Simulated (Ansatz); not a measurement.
Structures of PbO$_{2}$: which is lowest?

Plane-wave DFT in Ansatz with scalar-relativistic PAW potentials, cutoff 420 eV, Γ-centred meshes chosen by cell and gap, Gaussian smearing with energies taken to zero width. Every cell was relaxed (cell and atoms) in a run of its own, within the symmetry of its start. Functional: LDA.

Relaxed structures (starts from databases or built by putting these elements on another compound's sites):
A. I4_1/amd, 6 atoms in the computed cell, a = 4.181 Å, c = 10.750 Å; sites (symmetry × multiplicity) Pb -4m2 × 4, O 2mm. × 8; start: built
B. P4_2/mnm, 6 atoms in the computed cell, a = 4.938 Å, c = 3.390 Å; sites (symmetry × multiplicity) Pb m.mm × 2, O m.2m × 4; start: built
C. I-42d, 6 atoms in the computed cell, a = 6.061 Å, c = 6.151 Å; sites (symmetry × multiplicity) Pb -4.. × 4, O .2. × 8; start: built
D. Ama2, 12 atoms in the computed cell, a = 11.296 Å, b = 6.004 Å, c = 5.196 Å; sites (symmetry × multiplicity) Pb 1 × 8, O ..2 × 4 + 1 × 8 + m.. × 4; start: built

Task: Rank them by energy. Could pressure change the order?

Result:
```tsv
structure	group	E − E(lowest) (meV/atom)	V (Å³/atom)	gap on mesh (eV)
B	P4_2/mnm	0.0	13.77	0.00
A	I4_1/amd	80	15.66	0.00
D	Ama2	256	14.69	0.00
C	I-42d	422	18.83	0.34
```

B is lowest, 80 meV/atom under A. The lowest is also the densest of these, so pressure wouldn't bring one of the others in at first order. Other structures may lie lower than all of these, and vibrations aren't counted.

Spin-orbit coupling is left out, which matters for the bands of heavy elements. For Tl, Pb and Bi spin-orbit coupling shifts energies too.